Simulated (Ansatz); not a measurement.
The system is CuI (Marshite).

```
I Cu
1.0
     0.00000    3.03150    3.03150
     3.03150    0.00000    3.03150
     3.03150    3.03150    0.00000
I Cu
1 1
Direct
  0.00000 0.00000 0.00000
  0.75000 0.75000 0.75000
```

Base run:

- Program: Ansatz 0.2.0
- Functional: PBE
- Potentials or basis: PseudoDojo standard (PBE files)
- Cutoff: 1252 eV
- Density cutoff: 5007 eV
- k mesh: 8 × 8 × 8
- Occupations: fermi-dirac, width 0.05 eV
- Spin: no spin polarisation

Its results: band gap on the k mesh 1.09 eV, direct; pressure 0.1 GPa.

The run is repeated on the same cell with these changes: potentials or basis from PseudoDojo standard (PBE files) to Ansatz PAW; cutoff from 1252 eV to 420 eV (not typed: the program's choice for these potentials); valence electrons from 26 to 36; hubbard terms from none to Cu d U = 4.5 eV; hubbard projectors from none to ortho-atomic (the default). What comes out?

Band gap on the k mesh 1.91 eV, direct; pressure 1.1 GPa.

Caveats: spin-orbit coupling is left out, which moves the levels of the heavy elements.
